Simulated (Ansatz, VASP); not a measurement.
One calculation of ZnS, two programs

Contents of INCAR:

```
  PREC = Accurate
  ENCUT = 520
  EDIFF = 1E-6
  ISMEAR = -1
  SIGMA = 0.03
  LREAL = F
  LASPH = T
  NELM = 60
  ALGO = Normal
  ISIF = 2
  LWAVE = F
  LCHARG = F
  GGA = PE
  NBANDS = 26
```

Contents of KPOINTS:

```
regular mesh
0
Gamma
  8 8 5
```

File POSCAR:

```
ZnS
1.0
    3.7982528711      0.0000000000      0.0000000000
   -1.8991264355      3.2893834763      0.0000000000
    0.0000000000      0.0000000000      6.2131503459
Zn S
2 2
Direct
    0.3333333333      0.6666666667      0.0000000000
    0.6666666667      0.3333333333      0.5000000000
    0.3333333333      0.6666666667      0.3850000000
    0.6666666667      0.3333333333      0.8850000000
```

Input for Ansatz:

```yaml
crystal:
  lattice:
    - [3.7982528711, 0.0, 0.0]
    - [-1.8991264355, 3.2893834763, 0.0]
    - [0.0, 0.0, 6.2131503459]
  atoms:
    - { symbol: Zn, position: [0.3333333333, 0.6666666667, 0.0] }
    - { symbol: Zn, position: [0.6666666667, 0.3333333333, 0.5] }
    - { symbol: S, position: [0.3333333333, 0.6666666667, 0.385] }
    - { symbol: S, position: [0.6666666667, 0.3333333333, 0.885] }
kpoints:
  mp_grid: { grid: [8, 8, 5] }
  band_path:
    path:
      - [0.0, 0.0, 0.0]
      - [0.5, 0.0, 0.0]
      - [0.3333333333, 0.3333333333, 0.0]
      - [0.0, 0.0, 0.0]
      - [0.0, 0.0, 0.5]
      - [0.5, 0.0, 0.5]
      - [0.3333333333, 0.3333333333, 0.5]
      - [0.0, 0.0, 0.5]
      - [0.5, 0.0, 0.5]
    npoints: 5
scf:
  occupations: { method: fermi_dirac, width: 0.03 }
hamiltonian:
  xc: pbe
  pseudopotentials: { kind: all_electron, lapw: { basis_error: 0.001 } }
output:
  forces: true
  stress: true
  eigenvalues: true
```

Change from the starting cell: volume scaled by 0.99.

Alike in both runs: task single point; functional PBE; k mesh 8 × 8 × 5; occupations fermi-dirac, width 0.03 eV; no spin polarisation.

```csv
,VASP,Ansatz
version,VASP 6.6.1,Ansatz 0.2.0
potentials or method,"VASP PAW PBE potentials, release 64 (Zn, S)","all-electron LAPW, scalar-relativistic"
plane-wave cutoff (eV),520,see its input
```

```tsv
	VASP	Ansatz	Ansatz less VASP
gap on the k mesh at the Fermi level (eV)	2.30	2.30	-0.003
pressure (GPa)	3.3	3.2	-0.16
largest component of the traceless stress (GPa)	1.47	1.45	-0.025
rms of the force components (eV/Å)	0.193	0.191	-0.0020
```

Atom by atom the forces differ by 0.002 eV/Å (rms over components). Ansatz ran all-electron here, so the differences hold the error of VASP's frozen core and of both bases.
